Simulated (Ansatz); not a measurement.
# Stack of 1T-IrSTe under 2H-MoTe2, shifted by a third of the diagonal in a perpendicular field

Wanted: the out-of-plane response of the stack of 1T-IrSTe under 2H-MoTe2, shifted by a third of the diagonal. A positive field points along +c.

Method: plane-wave DFT, PBEsol-D3(BJ), Ansatz PAW, in Ansatz 0.2.0.

### 1. The starting structure

The cell holds 6 atoms: 3 Te, 1 Ir, 1 S and 1 Mo. Its edges and angles: a = 3.566 Å, b = 3.566 Å, c = 50.406 Å, α = 90.0°, β = 90.0°, γ = 120.0°. Regions: layer 1: 1T-IrSTe, 3 atoms (1 Te, 1 Ir and 1 S); layer 2: 2H-MoTe2, 3 atoms (2 Te and 1 Mo). Vacuum lies along c.

### 2. Relaxation

The starting cell is a guess, so the in-plane lattice and the atoms are relaxed first, with the slab cut off from its images along the normal.

The input, input.yaml:

```yaml
crystal:
  lattice:
    - [3.5655285, 0.0, 0.0]
    - [-1.78276425, 3.0878382589, 0.0]
    - [0.0, 0.0, 50.4057112802]
  atoms:
    - { symbol: Te, position: [0.6666666667, 0.3333333333, 0.4037240916] }
    - { symbol: Ir, position: [0.0, 0.0, 0.437209778], spin: 1.0 }
    - { symbol: S, position: [0.3333333333, 0.6666666667, 0.458908486] }
    - { symbol: Te, position: [0.6666666667, 0.3333333333, 0.5214014044] }
    - { symbol: Mo, position: [0.3333333333, 0.6666666667, 0.5588386563] }
    - { symbol: Te, position: [0.6666666667, 0.3333333333, 0.5962759084] }
  periodic: [true, true, false]
magnetization:
  spin_polarized: true
kpoints:
  mp_grid: { grid: [12, 12, 1] }
hamiltonian:
  xc: pbesol
  dispersion: d3bj
scf:
  occupations: { method: fermi_dirac, width: 0.05 }
  convergence: { dr2_threshold: 1.0e-09 }
relax:
  f_tol: 0.004
  max_steps: 90
  cell: {}
output:
  write_potential: true
  write_density: true
  volumetric_format: npy
```

Command:

```bash
> ansatz run input.yaml --threads 4 --pin off --max-ram 12288MiB --backend cpu --events-out ev --progress --plain --runs-dir out
```

Numbers of over 12 decimals in the logs are rounded to 6 here.

What it wrote:

```text
Warning: relax.cell: scf.convergence.dr2_threshold = 1e-9 eV is looser than the 1.54513709642e-10 eV advised for a relaxation that steers and ends on the stress (1e-10 eV for each atom of the cell: 6, times the square of relax.cell.stress_2d_tol = 0.05 N/m over 19.7 Å (the atoms' height at the walk's start and 5 Å past either face), 2.537e-2 GPa, over a crystal's default 0.05). What an SCF threshold leaves in a stress goes as its square root, and in the free energy as the threshold itself, and one threshold admits the most on a small cell: [figures from the program's tests cut] Set scf.convergence.dr2_threshold to 1.54513709642e-10 eV or tighter. [rest of the remark cut]
Engine: ansatz 0.2.0, x86_64-unknown-linux-gnu
Pseudopotentials: kind: paw
Pseudopotential: Te, paw, valence charge 16, recommended cutoff 420 eV (normal), Te.paw.azcp
Pseudopotential: Ir, paw, valence charge 17, recommended cutoff 420 eV (normal), Ir.paw.azcp
Pseudopotential: S, paw, valence charge 6, recommended cutoff 420 eV (normal), S.paw.azcp
Pseudopotential: Mo, paw, valence charge 14, recommended cutoff 420 eV (normal), Mo.paw.azcp
Functional definition: PBEsol
  exchange = pbesol_x
  correlation = pbesol_c
Crystal: 6 atoms, lattice volume = 554.956 Å³
Basis set: ecut = 420 eV, 10711 PW (Γ), exchange–correlation on 48×48×720 points (8 copies of the dense FFT grid, shifted against one another)
Bands: 52, of which v1, the nominal top of the filled ones, is band 43 counted from 1 (42 counted from 0)
Symmetry: 6 space group operations
Space group: P3m1 (ITA 156), of the structure as read, at distance tolerance 8.2e-5 Å
Magnetic group: BNS 156.49 (UNI 1279), of the structure as read, at distance tolerance 8.2e-5 Å
k-points: 19 of 144 (time reversal used)
Non-local potential: Te, projectors of the file, l = 0: 2, l = 1: 2, l = 2: 2, l = 3: 2
Non-local potential: Ir, projectors of the file, l = 0: 3, l = 1: 2, l = 2: 2, l = 3: 1
Non-local potential: S, projectors of the file, l = 0: 2, l = 1: 2, l = 2: 2
Non-local potential: Mo, projectors of the file, l = 0: 3, l = 1: 2, l = 2: 2, l = 3: 1
PAW form: soft (Blöchl's): semilocal exchange-correlation on the pseudo side does not see the compensation charge
PAW frozen core: Te, regenerated for the run's functional, and the local potential with it (the file was generated under x = pbe(κ = 0.804, μ = 0.219515), c = pbe(β = 0.066725))
PAW frozen core: Ir, regenerated for the run's functional, and the local potential with it (the file was generated under x = pbe(κ = 0.804, μ = 0.219515), c = pbe(β = 0.066725))
PAW frozen core: S, regenerated for the run's functional, and the local potential with it (the file was generated under x = pbe(κ = 0.804, μ = 0.219515), c = pbe(β = 0.066725))
PAW frozen core: Mo, regenerated for the run's functional, and the local potential with it (the file was generated under x = pbe(κ = 0.804, μ = 0.219515), c = pbe(β = 0.066725))
PAW one-centre angular grid: Te, 590 points (default); XC on 64 Gauss nodes
PAW one-centre angular grid: Ir, 590 points (default); XC on 64 Gauss nodes
PAW one-centre angular grid: S, 110 points (default); XC on 64 Gauss nodes
PAW one-centre angular grid: Mo, 590 points (default); XC on 64 Gauss nodes
Starting moments: Σ|m| = 1 μB on 1 of 6 sites
Initial wavefunctions: pseudopotential atomic-orbital guess
Functional: x = pbesol(κ = 0.804, μ = 0.123457), c = pbesol(β = 0.046)
SCF iter   1: F=—  HF=-38289.511069 eV  |F-HF|=—  |Δ(HF+E_count)|=         —  Δρ=1.33e-2 (↑1.33e-2 ↓1.32e-2)  dr2=5.48e0  dr2_m=6.90e-2  M=0.547 μB ∫|m|=0.603 μB  β_m=0.30  ethr=3.10e-3  ⟨swp⟩=22.3  Hψ=14443  notcnv=0  defer=1
Mixer restart at iter 1: flushing history
preconditioner: auto → LDOS  [metal: Δε(μ)=0.006 eV  Ē_g=8.119 eV  σ=0.050 eV  W_gap=0.03  n_scr=32 (ndim 8)  ℏωp=9.8 eV  f_vac=0.724  D(μ)=2.63/eV (n_scr^D=14)]
spin=Collinear: LDOS preconditioning applied to the charge; magnetization (m = ρ↑ − ρ↓) channel mixes plain (no charge-response kernel on spin).
SCF iter   2: F=—  HF=-38289.003987 eV  |F-HF|=—  |Δ(HF+E_count)|=   5.07e-1  Δρ=7.36e-3 (↑7.36e-3 ↓7.28e-3)  dr2=1.38e0  dr2_m=5.38e-2  M=0.454 μB ∫|m|=0.507 μB  β_m=0.38  ethr=3.10e-3  ⟨swp⟩=3.1  Hψ=3671  notcnv=0  defer=92
SCF iter   3: F=—  HF=-38289.193131 eV  |F-HF|=—  |Δ(HF+E_count)|=   1.89e-1  Δρ=5.11e-3 (↑5.11e-3 ↓5.03e-3)  dr2=1.10e0  dr2_m=3.49e-2  M=0.317 μB ∫|m|=0.367 μB  β_m=0.35  ethr=1.63e-3  ⟨swp⟩=3.8  Hψ=3456  notcnv=0  defer=92
SCF iter   4: F=—  HF=-38289.220647 eV  |F-HF|=—  |Δ(HF+E_count)|=   2.75e-2  Δρ=3.08e-3 (↑3.08e-3 ↓2.87e-3)  dr2=2.64e-1  dr2_m=2.27e-2  M=0.242 μB ∫|m|=0.286 μB  β_m=0.39  ethr=1.30e-3  ⟨swp⟩=3.6  Hψ=3088  notcnv=0  defer=87
SCF iter   5: F=—  HF=-38289.311989 eV  |F-HF|=—  |Δ(HF+E_count)|=         —  Δρ=2.67e-3 (↑2.67e-3 ↓2.40e-3)  dr2=2.80e-2  dr2_m=2.91e-2  M=0.051 μB ∫|m|=0.073 μB  β_m=0.39  ethr=3.11e-4  ⟨swp⟩=3.0  Hψ=3101  notcnv=0  defer=87
SCF iter   6: F=—  HF=-38289.308905 eV  |F-HF|=—  |Δ(HF+E_count)|=   3.08e-3  Δρ=1.50e-3 (↑1.50e-3 ↓1.23e-3)  dr2=7.53e-3  dr2_m=8.50e-3  M=0.031 μB ∫|m|=0.044 μB  β_m=0.63  ethr=3.29e-5  ⟨swp⟩=2.9  Hψ=3504  notcnv=0  defer=87
SCF iter   7: F=—  HF=-38289.307242 eV  |F-HF|=—  |Δ(HF+E_count)|=   1.66e-3  Δρ=3.55e-4 (↑3.07e-4 ↓3.55e-4)  dr2=1.48e-3  dr2_m=3.58e-4  M=0.008 μB ∫|m|=0.012 μB  β_m=0.56  ethr=8.86e-6  ⟨swp⟩=3.2  Hψ=4441  notcnv=0  defer=87
SCF iter   8: F=—  HF=-38289.306952 eV  |F-HF|=—  |Δ(HF+E_count)|=   2.90e-4  Δρ=1.34e-4 (↑1.13e-4 ↓1.34e-4)  dr2=1.81e-4  dr2_m=5.45e-5  M=0.004 μB ∫|m|=0.006 μB  β_m=0.67  ethr=1.74e-6  ⟨swp⟩=3.0  Hψ=3823  notcnv=0  defer=87
SCF iter   9: F=—  HF=-38289.306961 eV  |F-HF|=—  |Δ(HF+E_count)|=   8.78e-6  Δρ=3.50e-5 (↑3.50e-5 ↓2.43e-5)  dr2=2.34e-5  dr2_m=1.40e-6  M=0.001 μB ∫|m|=0.001 μB  β_m=0.68  ethr=2.13e-7  ⟨swp⟩=3.4  Hψ=4545  notcnv=0  defer=87
SCF iter  10: F=—  HF=-38289.306966 eV  |F-HF|=—  |Δ(HF+E_count)|=   5.46e-6  Δρ=1.14e-5 (↑1.14e-5 ↓9.63e-6)  dr2=4.87e-6  dr2_m=2.64e-7  M=0.001 μB ∫|m|=0.001 μB  β_m=0.66  ethr=2.75e-8  ⟨swp⟩=3.0  Hψ=3818  notcnv=0  defer=87
SCF iter  11: F=—  HF=-38289.306967 eV  |F-HF|=—  |Δ(HF+E_count)|=   1.09e-6  Δρ=5.94e-6 (↑5.94e-6 ↓5.78e-6)  dr2=1.25e-6  dr2_m=7.61e-8  M=0.000 μB ∫|m|=0.000 μB  β_m=0.61  ethr=5.73e-9  ⟨swp⟩=3.0  Hψ=3434  notcnv=0  defer=87
SCF iter  12: F=—  HF=-38289.306967 eV  |F-HF|=—  |Δ(HF+E_count)|=   3.84e-7  Δρ=2.33e-6 (↑2.33e-6 ↓2.05e-6)  dr2=2.22e-7  dr2_m=1.29e-8  M=0.000 μB ∫|m|=0.000 μB  β_m=0.54  ethr=1.47e-9  ⟨swp⟩=3.0  Hψ=3314  notcnv=0  defer=87
[...]
Initial wavefunctions: pseudopotential atomic-orbital guess (no wavefunctions were taken with the density)
iter 1 solved again at ethr=7.64e-8 eV; its pass at ethr=3.10e-3 eV (dr2=6.49e-5 eV) is discarded
SCF iter   1: F=—  HF=-38289.743511 eV  |F-HF|=—  |Δ(HF+E_count)|=         —  Δρ=2.61e-5 (↑2.61e-5 ↓2.61e-5)  dr2=4.73e-6  dr2_m=1.04e-13  M=0.000 μB ∫|m|=0.000 μB  β_m=0.65  ethr=7.64e-8  ⟨swp⟩=7.0  Hψ=23614  notcnv=0
spin=Collinear: Resta preconditioning applied to the charge; magnetization (m = ρ↑ − ρ↓) channel mixes plain (no charge-response kernel on spin).
SCF iter   2: F=—  HF=-38289.743373 eV  |F-HF|=—  |Δ(HF+E_count)|=   1.37e-4  Δρ=1.07e-5 (↑1.07e-5 ↓1.07e-5)  dr2=3.91e-6  dr2_m=2.36e-14  M=0.000 μB ∫|m|=0.000 μB  β_m=0.44  ethr=5.56e-9  ⟨swp⟩=3.0  Hψ=4210  notcnv=0
SCF iter   3: F=—  HF=-38289.743374 eV  |F-HF|=—  |Δ(HF+E_count)|=   1.16e-6  Δρ=7.96e-6 (↑7.96e-6 ↓7.95e-6)  dr2=1.79e-6  dr2_m=4.19e-14  M=0.000 μB ∫|m|=0.000 μB  β_m=0.43  ethr=4.60e-9  ⟨swp⟩=3.0  Hψ=3118  notcnv=0
SCF iter   4: F=—  HF=-38289.743375 eV  |F-HF|=—  |Δ(HF+E_count)|=   4.32e-7  Δρ=4.47e-6 (↑4.47e-6 ↓4.47e-6)  dr2=7.11e-7  dr2_m=8.87e-15  M=0.000 μB ∫|m|=0.000 μB  β_m=0.44  ethr=2.10e-9  ⟨swp⟩=3.0  Hψ=3002  notcnv=0
SCF iter   5: F=—  HF=-38289.743375 eV  |F-HF|=—  |Δ(HF+E_count)|=   3.27e-7  Δρ=3.05e-6 (↑3.05e-6 ↓3.05e-6)  dr2=1.17e-6  dr2_m=7.53e-15  M=0.000 μB ∫|m|=0.000 μB  β_m=0.32  ethr=8.36e-10  ⟨swp⟩=2.9  Hψ=2802  notcnv=0
SCF iter   6: F=—  HF=-38289.743375 eV  |F-HF|=—  |Δ(HF+E_count)|=   6.13e-8  Δρ=1.35e-6 (↑1.35e-6 ↓1.35e-6)  dr2=8.12e-8  dr2_m=1.30e-14  M=0.000 μB ∫|m|=0.000 μB  β_m=0.47  ethr=8.36e-10  ⟨swp⟩=2.5  Hψ=2607  notcnv=0
SCF iter   7: F=—  HF=-38289.743375 eV  |F-HF|=—  |Δ(HF+E_count)|=   7.32e-8  Δρ=6.68e-7 (↑6.67e-7 ↓6.68e-7)  dr2=4.02e-8  dr2_m=1.76e-14  M=-0.000 μB ∫|m|=0.000 μB  β_m=0.39  ethr=9.56e-11  ⟨swp⟩=3.3  Hψ=3571  notcnv=0
SCF iter   8: F=—  HF=-38289.743375 eV  |F-HF|=—  |Δ(HF+E_count)|=   7.31e-9  Δρ=2.87e-7 (↑2.86e-7 ↓2.87e-7)  dr2=1.20e-9  dr2_m=6.09e-15  M=0.000 μB ∫|m|=0.000 μB  β_m=0.47  ethr=4.73e-11  ⟨swp⟩=3.0  Hψ=2951  notcnv=0
SCF iter   9: F=—  HF=-38289.743375 eV  |F-HF|=—  |Δ(HF+E_count)|=  1.24e-10  Δρ=6.67e-8 (↑6.67e-8 ↓6.65e-8)  dr2=9.88e-11  dr2_m=1.27e-15  M=-0.000 μB ∫|m|=0.000 μB  β_m=0.54  ethr=1.41e-12  ⟨swp⟩=3.9  Hψ=4598  notcnv=0
SCF iter  10: F=-38289.743375 eV  HF=-38289.743375 eV  |F-HF|=9.75e-10  |Δ(HF+E_count)|=    0.00e0  Δρ=4.08e-8 (↑4.06e-8 ↓4.08e-8)  dr2=6.81e-11  dr2_m=1.40e-16  M=-0.000 μB ∫|m|=0.000 μB  ethr=1.00e-12  ⟨swp⟩=12.7  Hψ=13617  notcnv=0
the starting moments were not kept: the SCF closed with an absolute magnetisation of 1.1e-8 μB, where they sum to 1 μB in size (1 site). That is at most 0.1 of that sum. Measured as dr2_m measures the in/out step, that magnetisation stands 7.1e-18 eV from none, at or under the dr2_threshold of 1.0e-9 eV: it is no larger than a step whose dr2_m would equal this threshold.
SCF 9 converged in 10 iterations: F = -38289.743375 eV  dr2 = 6.81e-11
relax step   9: F+E_penalty+E_count = -38289.74337520 eV  Δ(F+E_penalty+E_count) = +1.907e-3 eV  max|allowed force component| = 1.281e-3 eV/Å  Δτ_max = 0.0000 Å  P = +0.010 N/m  Ω = 519.706 Å³  fix = [c, alpha, beta]  reactions: c +0.000 N/m  stress off target by 9.57e-3 N/m on what of the cell is left free  SCF on the basis re-selected at this cell (its energy is not comparable with the rows above)  (10 SCF iters)
basis re-selected at this cell: Δ(F+E_penalty+E_count) = +1.907e-3 eV, ΔP = +0.005 N/m vs the last step (what re-selecting the basis moved, of the pressure what is left beyond the Pulay correction that the steps carried, after the strain that the cell walked since its last selection, with what the two solves' SCF thresholds leave and, on support functions, any second-order correction that the steps lacked; it is no m [...]
WARN: The output density's exchange-correlation potential varies sharply where the density is thin. Do not read a vacuum level from v_tot or v_xc, or from such a field of the output density. On a cell that repeats whose density bears no net charge and no dipole along the vacuum's axis use v_es (v_loc + v_h of the components); under efield.dipole_correction with no amplitude use v_es + v_field, which holds any externa [...]
SCF converged after 10 iterations
Magnetization: -0.0000 μB (42.5000 up, 42.5000 down)
Absolute magnetization: 0.0000 μB (∫|ρ↑−ρ↓|, with the PAW one-centre terms)
Spin contamination: 0.0000 ħ² per cell (⟨S²⟩ above its minimum at these occupations)
Per-site moments (μB) at R_I (Å): [(-6.875202273013846e-10, 1.128788), (1.339185143865996e-9, 0.943607), (-1.5062848752934764e-9, 0.943607), (6.399898020700401e-10, 1.109194), (-1.6322376649188347e-9, 1.109194), (2.96349011875058e-10, 1.110318)]
Free energy (F): -38289.743375 eV
Harris-Foulkes:  -38289.743375 eV  (|F-HF|=9.75e-10)
Internal energy: -38289.737393 eV  (E = F + TS)
E sigma→0 (E₀):  -38289.740384 eV
Entropy (-TS):   -0.005982 eV (-0.997 meV/atom)
Fermi energy:    -4.473918 eV
--- Per-component energies (eV) ---
  E_band       = -2500.855757
  E_kinetic    = 1723.788596
  E_local      = -557787.839058  (includes V_loc(G=0)·N_el)
  E_nonlocal   = -671.512266
  E_hartree    = 278347.733245
  E_xc         = -918.436831
  E_vxc        = -932.444986  (∫ρ·V_xc dr)
  E_paw        = -26573.000585  (= ΣΔE_a)
  E_vpaw       = -1528.312412  (= ΣTr[D̂ρ^β])
  E_aug_tail   = -0.000428  (compensation charges beyond the density's cutoff)
  E_ewald      = 267590.363187
  E_disp       = -2.494233  (pairwise vdW)
  E_core_change = 1.660979  (= ΣΔE_core)
  E_smearing   = -0.005982  (= −TS)
  E_closure    = 0.000000  (closes the sum)
  Σ components = -38289.743375   (vs F -38289.743375, Δ=0.00e0)
--- Forces (eV/Å), atoms counted from 1 ---
  atom   1  Te    -0.00000000    -0.00000000     0.00013415
  atom   2  Ir     0.00000000    -0.00000000    -0.00128089
  atom   3  S      0.00000000    -0.00000000     0.00101729
  atom   4  Te     0.00000000     0.00000000    -0.00070845
  atom   5  Mo     0.00000000    -0.00000000     0.00056571
  atom   6  Te     0.00000000     0.00000000     0.00027219
  max |Σ_I F_I| component: 1.96e-9 eV/Å
--- 2D stress c σ (N/m, compression-positive) ---
        0.009571      -0.000000      -0.000000
       -0.000000       0.009571      -0.000000
       -0.000000      -0.000000       0.000000
  P = ½ c Tr σ = 0.0096 N/m
--- Band table (eV; the first three rows and the last of 38) ---
  k-point 0 ↑: bands = [... 39 lower, -5.5457, -3.9907, -3.9478, -3.9478, -1.5116, -1.5116, -1.2329, -1.2329, ... 5 higher]
  k-point 1 ↑: bands = [... 39 lower, -5.4900, -4.8288, -3.9346, -3.4802, -2.0029, -1.7646, -1.6400, -1.5758, ... 5 higher]
  k-point 2 ↑: bands = [... 39 lower, -5.5710, -5.3959, -4.0260, -4.0005, -2.6622, -2.4626, -2.1498, -2.0495, ... 5 higher]
  k-point 18 ↓: bands = [... 39 lower, -6.3846, -5.7075, -5.4027, -4.7652, -3.7075, -3.4227, -2.9926, -2.3823, ... 5 higher]
  the weakly bound empty levels are not read free of the cell's end (no_gap_told)
--- Relaxed structure (8 steps of the walk, 8 accepted, 1 SCFs on fresh bases) ---
  F+E_penalty+E_count = -38289.74337520 eV   max|allowed force component| = 1.281e-3 eV/Å   (the final SCF, on the basis selected at the relaxed cell)
  cell:  # Å, volume = 519.7065 Å³
    - [3.450435, 0, 0]
    - [-1.725218, 2.988164, 0]
    - [0, 0, 50.4057112802]
  atoms:
    - { symbol: Te, position: [0.666667, 0.333333, 0.406116] }
    - { symbol: Ir, position: [-1.9531701358458152e-17, -1.8503717076816678e-17, 0.443336] }
    - { symbol: S, position: [0.333333, 0.666667, 0.465643] }
    - { symbol: Te, position: [0.666667, 0.333333, 0.517896] }
    - { symbol: Mo, position: [0.333333, 0.666667, 0.553727] }
    - { symbol: Te, position: [0.666667, 0.333333, 0.589639] }
```

It took 6.2 min on 4 threads of Intel Xeon Platinum 8259CL at 2.50GHz (Skylake/Cascade Lake), shared host; peak memory 1.7 GiB; 24 min of CPU time.

Relaxation path:

```csv
step,energy less that of the first step (eV),largest force component (eV/Å),volume (Å³)
1,0.0000,1.4485,554.96
2,-0.1823,1.1005,544.25
3,-0.3888,0.4243,527.66
4,-0.4271,0.1888,516.41
5,-0.4367,0.0532,519.89
6,-0.4382,0.0222,519.83
7,-0.4383,0.0081,519.48
8,-0.4383,0.0011,519.71
9*,-0.4364,0.0013,519.71
```

Relaxation steps marked * repeat the geometry before them on a plane-wave basis chosen anew for their cell, so energy and pressure can jump there.

The run keeps the 6 symmetry operations that it works with, so distortions that break them were not tested.

```csv
cell as run,before,after,change
a (Å),3.566,3.450,-3.2 %
b (Å),3.566,3.450,-3.2 %
```

The atoms that moved most (Å, along periodic axes as changes of fractional coordinates times the final cell, across vacuum about the mean position):

```csv
atom,dx,dy,dz,length
S3,0.000,0.000,0.339,0.339
Te6,0.000,0.000,-0.335,0.335
Ir2,0.000,0.000,0.309,0.309
Mo5,0.000,0.000,-0.258,0.258
Te4,0.000,0.000,-0.177,0.177
Te1,0.000,0.000,0.121,0.121
```

The relaxed structure:

```xyz
6
Lattice="3.4504 0.0000 0.0000 -1.7252 2.9882 0.0000 0.0000 0.0000 50.4057" Properties=species:S:1:pos:R:3
Te    1.7252    0.9961   20.4706
Ir    0.0000    0.0000   22.3467
S     0.0000    1.9921   23.4711
Te    1.7252    0.9961   26.1049
Mo    0.0000    1.9921   27.9110
Te    1.7252    0.9961   29.7212
```

Numbers from this step:

| Property | Result |
| --- | --- |
| energy at zero smearing | -38289.7404 eV |

The lattice constant a goes from 3.566 to 3.450 Å.

[end of part 1 of 3]

[Logs are printed without paths, hosts, clocks, repeated set-up lines and the standing remarks that a program may print on its own settings, such as how far it seeks lower states.]

[Hosts, paths, dates, database ids (printed as entryN), source tags and the programs' standing remarks are cut or masked in the printed files.]

[Maps of the electrostatic potential energy from Ansatz leave out the sawtooth potential of an applied field or a dipole correction, so their vacuum need not be flat; planar profiles and work functions include it.]
